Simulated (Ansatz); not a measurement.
# BP: the cost of one run

Computed with Ansatz 0.2.0 (DFT PBEsol, scalar-relativistic, plane waves, PAW, unless a step's input says otherwise).

39 further runs of the same task are left out: 39 set aside as unsound or not needed.

### Step 1. The system as given

Symmetry: F-43m, No. 216, cubic system. The conventional cell has a = 4.538 Å, b = 4.538 Å, c = 4.538 Å, α = 90.00°, β = 90.00°, γ = 90.00°. B (site symmetry -43m) has 4 P at 1.97 Å as nearest neighbours. Around P (site symmetry -43m) lie 4 B at 1.97 Å.

Structure file:

```
CELL_PARAMETERS angstrom
0.00000 2.26900 2.26900
2.26900 0.00000 2.26900
2.26900 2.26900 0.00000
ATOMIC_POSITIONS crystal
B 0.00000 0.00000 0.00000
P 0.75000 0.75000 0.75000
```

The structure comes from the Crystallography Open Database.

### Step 5. Setting up the map

The energy is mapped over volume and the cell's shape.

- volume per atom: 9 values from 10.619 to 12.466 Å³
- c/a of the conventional cell: 9 values from 0.886 to 1.128

Nothing else is relaxed (symmetry fixes all fractional coordinates). Energies count from the relaxed crystal. Points are written as (first, second).

(The set-up runs are not shown.)

### Step 6. The run at (10.619 Å³, 0.886)

The input, input.yaml:

```yaml
crystal:
  lattice:
    - [0.0, 2.028216782, 2.2881507017]
    - [2.2881507017, 0.0, 2.2881507017]
    - [2.2881507017, 2.028216782, 0.0]
  atoms:
    - { symbol: B, position: [0.0, 0.0, 0.0] }
    - { symbol: P, position: [0.75, 0.75, 0.75] }
basis:
  ecutwfc: 520.0
kpoints:
  mp_grid: { grid: [12, 12, 12] }
hamiltonian:
  xc: pbesol
scf:
  occupations: { method: gaussian, width: 0.05 }
output:
  forces: true
  stress: true
  eigenvalues: true
```

Started as:

```sh
$ ansatz run input.yaml --threads 1 --pin off --max-ram 2048MiB --backend cpu --events-out ev --progress --plain --runs-dir out
```

What time and memory should one allow on 1 thread of Arm Neoverse V2, shared host?

About 3.1 s, with a peak of 0.33 GiB.
